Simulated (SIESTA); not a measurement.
## Ni under changes of volume

One of the cells (10.597 Å³/atom); the others are scaled copies at fixed shape and fractional positions:

```
Ni
1.0
    -1.38372    1.38372    1.38372
     1.38372   -1.38372    1.38372
     1.38372    1.38372   -1.38372
Ni
1
Direct
  0.00000 0.00000 0.00000
```

This isn't the form of Ni at room conditions, which is fcc.

* Program: SIESTA 5.4.2
* Functional: B86bPBE
* Potentials or basis: Ansatz (PBE files)
* Basis: SZ (energy shift 0.01 Ry)
* Grid cutoff: 800 Ry
* Energy shift: 0.01 Ry
* k mesh: 13 × 13 × 13
* Occupations: fermi-dirac, width 0.05 eV
* Spin: collinear spin, ferromagnetic start
* Starting moments: [1.0] μB
* Hubbard terms: Ni d U = 7 eV

```csv
volume (Å³/atom),energy over the lowest point (meV/atom),pressure (GPa),moment (μB per cell)
9.962,?,?,?
10.174,79.12,21.0,0.77
10.385,55.02,16.3,0.79
10.597,35.69,13.4,0.83
10.809,20.37,10.5,0.86
11.021,8.26,7.8,0.88
11.233,0.00,5.0,0.88
```

What does the run at 9.962 Å³/atom give?

Energy over the lowest point 110.37 meV/atom; pressure 26.8 GPa; moment 0.76 μB per cell.

Worked out: A Birch-Murnaghan fit of order 3 (a polynomial in V^(-2/3)) to the other rows has no minimum within the range. It gives 108.24 meV/atom at 9.962 Å³/atom, against the run's 110.37, and -dE/dV = 24.1 GPa, against 26.8. A parabola through the other rows of the moment, of slope 0.221 μB per Å³/atom there, extrapolates to 0.72 μB, against the run's 0.76.

Energies are extrapolated to zero smearing.

Caveats: the basis has no polarisation orbitals; short orbitals over semicore shells can move pressures by several GPa; the potentials were made for another functional, which shifts forces and pressure; the basis of atomic orbitals isn't converged, which shifts pressures, moduli and gaps; the U is typed as a test and isn't derived for this compound.
